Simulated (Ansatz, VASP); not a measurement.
# Ca in VASP and in Ansatz

```
CELL_PARAMETERS angstrom
3.40061 0.00000 0.00000
0.00000 3.40061 0.00000
0.00000 0.00000 3.40061
ATOMIC_POSITIONS crystal
Ca 0.00000 0.00000 0.00000
```

Change from the starting cell: volume scaled by 0.9, LAPW.

Alike in both runs: task single point; functional PBE; k mesh 12 × 12 × 12; occupations fermi-dirac, width 0.1 eV; no spin polarisation.

```csv
,VASP,Ansatz
version,VASP 6.6.1,Ansatz 0.2.0
potentials or method,"VASP PAW PBE potentials, release 64 (Ca_sv), cutoff 520 eV","all-electron LAPW, scalar-relativistic"
```

Ansatz gave:

- pressure (GPa): 1.4

What did VASP give for the same quantities?

Pressure (GPa): 1.3.

Ansatz ran all-electron here, so the differences hold the error of VASP's frozen core and of both bases.
